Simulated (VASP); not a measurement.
**VASP 6.6.1 run: AlN**

INCAR

```
LREAL = .FALSE.
ALGO = Normal
NSW = 0
ENCUT = 520
LASPH = .TRUE.
SIGMA = 0.01
IBRION = -1
LWAVE = .FALSE.
GGA = 91
PREC = Accurate
LCHARG = .FALSE.
ISMEAR = 0
NBANDS = 11
NELM = 120
ISIF = 2
EDIFF = 1E-7
```

KPOINTS

```
KPOINTS created by Atomic Simulation Environment
0
Gamma
10 10 10
0 0 0
```

POSCAR

```
Al N
 1.0000000000000000
     0.0000000000000000    2.0188684453999999    2.0188684453999999
     2.0087741031999999    0.0000000000000000    2.0188684453999999
     2.0087741031999999    2.0188684453999999    0.0000000000000000
 Al  N
   1   1
Cartesian
  0.0000000000000000  0.0000000000000000  0.0000000000000000
  2.0087741032000004  2.0188684453999999  2.0188684453999999
```

The recommended PBE PAW datasets give the neutral cell 8 valence electrons.

Command

```
mpirun -np 1 vasp_std
```

Question: How does this run end, and what does it give?

Answer: It converged. Results: gap between bands v and c on the k mesh 4.69 eV; least direct gap on the k mesh 5.85 eV; pressure 7.5 GPa. Band v is the last that the valence electrons fill when counted band by band, and c is the next.

OSZICAR

```
N       E                     dE             d eps       ncg     rms          rms(c)
DAV:   1     0.100632907929E+02    0.10063E+02   -0.39735E+03  2332   0.618E+02
DAV:   2    -0.157150816178E+02   -0.25778E+02   -0.24747E+02  2714   0.140E+02
DAV:   3    -0.164464756761E+02   -0.73139E+00   -0.72995E+00  2737   0.213E+01
DAV:   4    -0.164494959382E+02   -0.30203E-02   -0.30201E-02  2544   0.146E+00
DAV:   5    -0.164495232686E+02   -0.27330E-04   -0.27330E-04  2673   0.131E-01    0.778E+00
DAV:   6    -0.146287108416E+02    0.18208E+01   -0.78881E+00  2433   0.149E+01    0.267E+00
DAV:   7    -0.146129158932E+02    0.15795E-01   -0.19022E-01  2537   0.318E+00    0.178E+00
DAV:   8    -0.146066112185E+02    0.63047E-02   -0.15298E-02  2373   0.111E+00    0.341E-01
DAV:   9    -0.146062387917E+02    0.37243E-03   -0.15148E-03  2589   0.234E-01    0.153E-01
DAV:  10    -0.146062878511E+02   -0.49059E-04   -0.13082E-04  2522   0.817E-02    0.416E-02
DAV:  11    -0.146062825409E+02    0.53102E-05   -0.17998E-05  2655   0.244E-02    0.749E-03
DAV:  12    -0.146062823302E+02    0.21065E-06   -0.53859E-07  2472   0.628E-03    0.136E-03
DAV:  13    -0.146062822835E+02    0.46680E-07   -0.11047E-08  1344   0.687E-04
   1 F= -.14606282E+02 E0= -.14606282E+02  d E =-.159344E-84
```

For comparison, a separate r²SCAN run of the intended cell, on usual settings and not on those above, gives a gap of 5.53 eV on its mesh and a pressure of 0.6 GPa.
